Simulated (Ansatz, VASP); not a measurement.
**One calculation of HfN, two programs**

```
Hf N
1.0
     0.00000    2.25078    2.25078
     2.25078    0.00000    2.25078
     2.25078    2.25078    0.00000
Hf N
1 1
Direct
  0.00000 0.00000 0.00000
  0.50000 0.50000 0.50000
```

Alike in both runs: functional PBEsol; k mesh 16 × 16 × 16; occupations gaussian, width 0.1 eV; no spin polarisation.

Ansatz relaxed the structure, and its values are those at the end. VASP's run is a single point on that final structure, the one shown.

```csv
,VASP,Ansatz
version,VASP 6.6.1,Ansatz 0.2.0
potentials or method,"VASP PAW PBE potentials, release 64 (Hf_pv, N)","scalar-relativistic, plane waves, PAW"
plane-wave cutoff (eV),520,420
valence electrons in the cell,15,31
```

Ansatz gave:

- gap on the k mesh at the Fermi level (eV): none
- pressure (GPa): 0.0

Question: Estimate VASP's values.

Answer: gap on the k mesh at the Fermi level (eV): none; pressure (GPa): -2.2.

A gap of «none» marks a metal or a gap that the smearing closes. With one functional, cell and mesh, what is left measures potentials, basis and numerics. The two sets of potentials don't hold the same shells in valence.

Caveats: the PAW data sets were made with another functional, which shifts forces and pressure a little (VASP). Spin-orbit coupling is left out, which matters for the levels of Hf.
